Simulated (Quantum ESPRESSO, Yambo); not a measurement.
# Ta2O5 (Pmmm): G0W0 with Yambo, start to end, part 2 of 3

Aim: the G0W0 gap of Ta2O5 (Pmmm) on PBE, step by step.

Quantum ESPRESSO 7.5 and Yambo 5.3.0; PBE and many-body steps on it, plane waves. Known limits of the many-body steps: not at the basis limit; no spin-orbit coupling; coarse k mesh.

So far. Step 2 (Ground state): The gap is indirect, with the least direct gap 0.18 eV higher. Step 3 (Bands along the symmetry lines): The gap is 0.222 eV, as in the run before at this level.

### 4. Empty states on the mesh, 4×4×2 mesh, 89 bands

Level of this step: DFT, PBE, plane waves, norm-conserving pseudopotentials (Quantum ESPRESSO).

The sums over transitions need many empty states on a uniform mesh; this step solves for them.

The input, pw.in:

```
&control
  calculation = 'nscf'
  prefix = 'x'
  outdir = 'o'
  pseudo_dir = 'pseudo'
/
&system
  ibrav = 0
  nat = 7
  ntyp = 2
  ecutwfc = 72.0
  nbnd = 89
  force_symmorphic = .true.
/
&electrons
  conv_thr = 1e-9
  electron_maxstep = 80
  diago_full_acc = .true.
  diago_thr_init = 5e-6
/
ATOMIC_SPECIES
  Ta 180.95 Ta.upf
  O 15.999 O.upf
CELL_PARAMETERS angstrom
  3.6770000000 0.0000000000 0.0000000000
  0.0000000000 3.8970000000 0.0000000000
  0.0000000000 0.0000000000 6.2170000000
ATOMIC_POSITIONS crystal
  Ta 0.5000000000 0.0000000000 0.5000000000
  Ta 0.0000000000 0.0000000000 0.0000000000
  O 0.0000000000 0.0000000000 0.3190000000
  O 0.0000000000 0.0000000000 0.6810000000
  O 0.5000000000 0.5000000000 0.5000000000
  O 0.5000000000 0.0000000000 0.0000000000
  O 0.0000000000 0.5000000000 0.0000000000
K_POINTS automatic
  4 4 2 0 0 0
```

Command:

```bash
$ OMP_NUM_THREADS=1 mpirun -n 4 pw.x -nk 4 -in pw.in > pw.out
```

The log of the run:

```text
[banner, memory and clock lines left out]
Program PWSCF v.7.5 starts

     Atomic positions and unit cell read from directory:
     o/x.save/

     Message from routine setup:
     using ibrav=0 with symmetry is DISCOURAGED, use correct ibrav instead

     G-vector sticks info

     bravais-lattice index     =            0
     lattice parameter (alat)  =       6.9485  a.u.
     unit-cell volume          =     601.1758 (a.u.)^3
     number of atoms/cell      =            7
     number of atomic types    =            2
     number of electrons       =        56.00
     number of Kohn-Sham states=           89
     kinetic-energy cutoff     =      72.0000  Ry
     charge density cutoff     =     288.0000  Ry
     Exchange-correlation= PBE
                           (   1   4   3   4   0   0   0)

     celldm(1)=   6.948523  celldm(2)=   0.000000  celldm(3)=   0.000000
     celldm(4)=   0.000000  celldm(5)=   0.000000  celldm(6)=   0.000000

     crystal axes: (cart. coord. in units of alat)
               a(1) = (   1.000000   0.000000   0.000000 )
               a(2) = (   0.000000   1.059831   0.000000 )
               a(3) = (   0.000000   0.000000   1.690781 )

     reciprocal axes: (cart. coord. in units 2 pi/alat)
               b(1) = (  1.000000  0.000000  0.000000 )
               b(2) = (  0.000000  0.943546  0.000000 )
               b(3) = (  0.000000  0.000000  0.591443 )
     Pseudo is Norm-conserving + core correction, Zval = 13.0
     Generated using ONCVPSP code by D. R. Hamann
     Using radial grid of 1450 points,  8 beta functions with:
     Pseudo is Norm-conserving + core correction, Zval =  6.0
     Generated using ONCVPSP code by D. R. Hamann
     Using radial grid of  936 points,  5 beta functions with:
     Ta               13.00   180.95000     Ta( 1.00)
     O                 6.00    15.99900     O ( 1.00)

      8 Sym. Ops., with inversion, found

   Cartesian axes

     site n.     atom                  positions (alat units)
         1        Ta     tau(   1) = (   0.5000000   0.0000000   0.8453903  )
         2        Ta     tau(   2) = (   0.0000000   0.0000000   0.0000000  )
         3        O      tau(   3) = (   0.0000000   0.0000000   0.5393590  )
         4        O      tau(   4) = (   0.0000000   0.0000000   1.1514215  )
         5        O      tau(   5) = (   0.5000000   0.5299157   0.8453903  )
         6        O      tau(   6) = (   0.5000000   0.0000000   0.0000000  )
         7        O      tau(   7) = (   0.0000000   0.5299157   0.0000000  )

     number of k points=    18
                       cart. coord. in units 2pi/alat
        k(    1) = (   0.0000000   0.0000000   0.0000000), wk =   0.0625000
        k(    2) = (   0.0000000   0.0000000  -0.2957214), wk =   0.0625000
        k(    3) = (   0.0000000   0.2358866   0.0000000), wk =   0.1250000
[...]
[... 6 further rows ...]
        k(   17) = (  -0.5000000  -0.4717732   0.0000000), wk =   0.0625000
        k(   18) = (  -0.5000000  -0.4717732  -0.2957214), wk =   0.0625000

     Dense  grid:    49589 G-vectors     FFT dimensions: (  40,  40,  64)

     The potential is recalculated from file :
     o/x.save/charge-density

     Starting wfcs are   40 randomized atomic wfcs +   49 random wfcs

     Band Structure Calculation

     End of band structure calculation

          k = 0.0000 0.0000 0.0000 (  6207 PWs)   bands (ev):

   -61.0926 -58.3742 -27.6235 -27.3521 -27.2515 -25.2483 -25.1629 -24.8264
   -10.2472  -9.6401  -9.4722  -8.0853  -7.7400   1.8471   2.9356   5.0699
     5.2380   5.2857   5.6602   6.2297   6.3155   6.7226   6.8990   7.1929
[...]
48.9351

          k = 0.0000 0.0000-0.2957 (  6188 PWs)   bands (ev):

[...]
48.1130

          k = 0.0000 0.2359 0.0000 (  6216 PWs)   bands (ev):

[...]
39.9297  40.6050  40.8368  41.6019  41.7278  43.3461  43.4851  44.8190
    45.9231  45.9313  47.2145  47.4251  47.5554  47.5670  47.8715  48.3198
    48.7695

          k = 0.0000 0.2359-0.2957 (  6194 PWs)   bands (ev):

     [... further k-points ...]

     highest occupied, lowest unoccupied level (ev):     9.1728    9.3950

     XML data file, pseudopotentials, collected wavefunctions
```

It took 22 s on 4 MPI ranks of Arm Neoverse V1, shared host; peak memory 0.44 GiB; 86 s of CPU time.

This step gave:

| Property | Result |
| --- | --- |
| gap | 0.2222 eV |
| k of the valence top | -0.5, -0.5, -0.5 |
| k of the conduction bottom | -0.5, 0, 0 |
| least direct gap | 0.4001 eV |
| k points computed | 18 |
| lowest point of the top converged band, above the valence top | 36.83 eV |

On this mesh the gap is 0.222 eV.

### 5. Conversion and set-up

This step: Yambo 5.3.0; conversion and set-up on PBE, plane waves, norm-conserving pseudopotentials.

The states are converted to the many-body program's format and the q mesh is built.

Command:

```bash
$ (cd o/x.save; p2y > p2y.log; mv SAVE ../..); yambo > setup.log
```

The log of the run:

```text
 Yambo, version 5.3.0

 [02] CORE Variables Setup
 =========================

  [02.01] Unit cells
  ==================

  Cell kind             :  Unknown
  Atoms in the cell     :  Ta  O
  number of Ta atoms    :  2
  number of O  atoms    :   5

  List of atomic masses
  Mass of Ta    :  180.9500
  Mass of O     :  15.99900

  List of atomic coordinates    : [cc]
  Ta1       :  3.474261  0.000000  5.874214  order 1
  Ta2       :  0.000000  0.000000  0.000000  order 2
  O1       :  0.000000  0.000000  3.747748  order 3
  O2       :  0.000000  0.000000  8.000679  order 4
  O3       :  3.474261  3.682131  5.874214  order 5
  O4       :  3.474261  0.000000  0.000000  order 6
  O5       :  0.000000  3.682131  0.000000  order 7

  Alat factors          :   6.94852   7.36426  11.74843 [a.u.]
  Direct lattice volume :  601.1758 [a.u.]
  Direct lattice vectors:  A[ 1 ]  A[ 2 ]  A[ 3 ]
   A[ 1 ]:  1.000000  0.000000  0.000000  [iru]
   6.948523  0.000000  0.000000  [cc]
   A[ 2 ]:  0.000000  1.000000  0.000000  [iru]
   0.000000  7.364263  0.000000  [cc]
   A[ 3 ]:  0.000000  0.000000  1.000000  [iru]
    0.00000   0.00000  11.74843  [cc]

  Recip. lattice volume :  0.412608 [a.u.]
  Recip. lattice vectors:  B[ 1 ]  B[ 2 ]  B[ 3 ]
   B[ 1 ]:  1.000000  0.000000  0.000000  [iku]
   0.904248  0.000000  0.000000  [cc]
   B[ 2 ]:  0.000000  1.000000  0.000000  [iku]
   0.000000  0.853200  0.000000  [cc]
   B[ 3 ]:  0.000000  0.000000  1.000000  [iku]
   0.000000  0.000000  0.534811  [cc]

  [02.02] Symmetries
  ==================

  Inversion symmetry    : yes
  Spatial inversion     : yes
  Inversion index       :   5
  K-space Time-reversal : no
  Magnetic symmetries   : no
  Group table correct   : yes
  Symmetries units      :  [cc]

   [S 1]:  1.000000  0.000000  0.000000  0.000000  1.000000  0.000000  0.000000  0.000000  1.000000
   [S 2]: -1.000000  0.000000  0.000000  0.000000 -1.000000  0.000000  0.000000  0.000000  1.000000
   [S 3]: -1.000000  0.000000  0.000000  0.000000  1.000000  0.000000  0.000000  0.000000 -1.000000
[...]
[S 7]:  1.000000  0.000000  0.000000  0.000000 -1.000000  0.000000  0.000000  0.000000  1.000000
   [S 8]: -1.000000  0.000000  0.000000  0.000000  1.000000  0.000000  0.000000  0.000000  1.000000

  [02.03] Reciprocal space
  ========================

  nG shells         :   6806
  nG charge         :   49589
  nG WFs            :   7763
  nC WFs            :   6248
  G-vecs. in first 80 shells:  [ Number ]
    1   3   5   7  11  15  17  21  29
    33   37   39   47   49   53   55   59   63
    67   71   75   83   87   95  103  107  109
[...]
369   377   381   385   389   397   405   407
  ...
  Shell energy in first 80 shells:  [ mHa ]
[...]
4251.53      4256.65      4287.48      4348.09      4378.33      4562.87      4615.51      4911.10      4966.59
[...]
K [14]         [rlu]: -0.500000  0.000000 -0.500000
         WF components:   6156
  [... 3 further k-points ...]
  K [18]         [rlu]: -0.500000 -0.500000 -0.500000
         WF components:   6248

  [02.05] Energies & Occupations
  ==============================

  [X] === General ===
  [X] Electronic Temperature                        :  0.000000  0.000000 [eV K]
  [X] Bosonic    Temperature                        :  0.000000  0.000000 [eV K]
  [X] Finite Temperature mode                       : no
  [X] El. density                                   :  0.62861E+24 [cm-3]
  [X] Fermi Level                                   :  9.172840 [eV]

  [X] === Gaps and Widths ===
  [X] Conduction Band Min                           :  0.222182 [eV]
  [X] Valence Band Max                              :  0.000000 [eV]
  [X] Filled Bands                                  :  28
  [X] Empty Bands                                   :   29   89
  [X] Direct Gap                                    :  0.400134 [eV]
  [X] Direct Gap localized at k                     :  17
  [X] Indirect Gap                                  :  0.222182 [eV]
  [X] Indirect Gap between kpts                     :  18  13
  [X] Last valence band width                       :  1.349068 [eV]
  [X] 1st conduction band width                     :  1.212872 [eV]

  E @ K [ 1]:  [eV]
  -70.26544 -67.54702 -36.79634 -36.52491 -36.42435 -34.42114 -34.33573 -33.99929
[...]
occ @ K [ 1]
[...]
E @ K [ 2]:  [eV]
[...]
occ @ K [ 2]
[...]
E @ K [ 3]:  [eV]
[...]
occ @ K [ 3]
[...]
E @ K [ 8]:  [eV]
[...]
occ @ K [ 8]
[...]
E @ K [ 9]:  [eV]
[...]
occ @ K [ 9]
[...]
E @ K [10]:  [eV]
[...]
occ @ K [10]
[...]
E @ K [11]:  [eV]
[...]
occ @ K [11]
[...]
E @ K [12]:  [eV]
[...]
occ @ K [12]
[...]
E @ K [13]:  [eV]
[...]
occ @ K [13]
[...]
E @ K [14]:  [eV]
[...]
occ @ K [14]
[...]
[... 3 further k-points ...]
  E @ K [18]:  [eV]
[...]
occ @ K [18]
[...]
0.000000  0.000000  0.000000  0.000000  0.000000  0.000000  0.000000  0.000000
   0.000000  0.000000  0.000000  0.000000  0.000000  0.000000  0.000000  0.000000

 [03] Transferred momenta grid and indexing
 ==========================================

 IBZ Q-points                                      :  18
 BZ  Q-points                                      :   32

 K/Q-points units:
 rlu = crystal or reduced units; cc = cartesian coordinates; iku = interal k-units

 Q [ 1]         [rlu]:  0.000000  0.000000  0.000000
 Q [ 2]         [rlu]:  0.000000  0.000000 -0.500000
 Q [ 3]         [rlu]:  0.000000  0.250000  0.000000
[...]
Q [ 8]         [rlu]:  0.250000  0.000000 -0.500000
 Q [ 9]         [rlu]:  0.250000  0.250000  0.000000
 Q [10]         [rlu]:  0.250000  0.250000 -0.500000
     [... 6 further rows ...]
 Q [17]         [rlu]: -0.500000 -0.500000  0.000000
 Q [18]         [rlu]: -0.500000 -0.500000 -0.500000

  [03.01] X indexes
  =================

   [03.01.01] Sigma indexes
   ========================

 [06] Game Over & Game summary
```

The job ended after 3 s (1 MPI rank; peak memory 0.25 GiB).

(Continued in part 3 of 3.)

[Paths, hosts, dates, memory and timing lines, banners, echoed tables and standing remarks are left out of the program output.]

[Logs are printed without paths, hosts, clocks, repeated set-up lines and the standing remarks that a program may print on its own settings, such as how far it seeks lower states.]

[Runs of the session that timed out or met a known fault of the program may be left out.]

[Hosts, paths, dates, database ids (printed as entryN), source tags and the programs' standing remarks are cut or masked in the printed files.]
